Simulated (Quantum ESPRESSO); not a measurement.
# PtS2 under changes of volume

One of the cells (18.261 Å³/atom); the others are scaled copies at fixed shape and fractional positions:

```xyz
3
Lattice="3.5432 0.0000 0.0000 -1.7716 3.0685 0.0000 0.0000 0.0000 5.0388" Properties=species:S:1:pos:R:3 pbc="T T T"
Pt    0.0000    0.0000    0.0000
S     1.7716    1.0228    3.8950
S     0.0000    2.0457    1.1438
```

- Program: Quantum ESPRESSO 7.5
- Functional: PBEsol
- Potentials or basis: GBRV 1.5 PBEsol
- Cutoff: 612 eV
- Density cutoff: 4898 eV
- k mesh: 9 × 9 × 5
- Occupations: fermi-dirac, width 0.05 eV
- Spin: no spin polarisation

```csv
volume (Å³/atom),energy over the lowest point (meV/atom),pressure (GPa),gap on the mesh (eV),largest force (eV/Å)
17.165,?,?,?,?
17.531,58.84,13.6,0.99,1.613
17.896,32.13,9.6,0.97,1.262
18.261,14.00,6.0,0.95,0.940
18.626,3.57,2.9,0.93,0.643
18.992,0.00,0.0,0.91,0.369
19.357,2.58,-2.5,0.89,0.116
```

What does the run at 17.165 Å³/atom give?

Energy over the lowest point 95.14 meV/atom; pressure 18.0 GPa; gap on the mesh 1.01 eV; largest force 1.993 eV/Å.

Worked out: A Birch-Murnaghan fit of order 3 (a polynomial in V^(-2/3)) to the other rows has its minimum at 19.01 Å³/atom with B0 = V·E''(V) = 139 GPa and B' = 4.8 at fixed shape and positions, which overstates the stiffness. It gives 95.30 meV/atom at 17.165 Å³/atom, against the run's 95.14, and -dE/dV = 18.2 GPa, against 18.0. A straight line through the other rows of the gap, of slope -1.01 eV per unit of ln V, extrapolates to 1.01 eV, against the run's 1.01.

Energies are extrapolated to zero smearing.

Caveats: spin-orbit coupling is left out, which moves the levels of the heavy elements; an odd mesh through Γ misses points on the zone boundary, where band edges often lie; forces of over 1 eV/Å show positions far from the minimum, so gaps and moduli don't describe the material at rest (some runs).
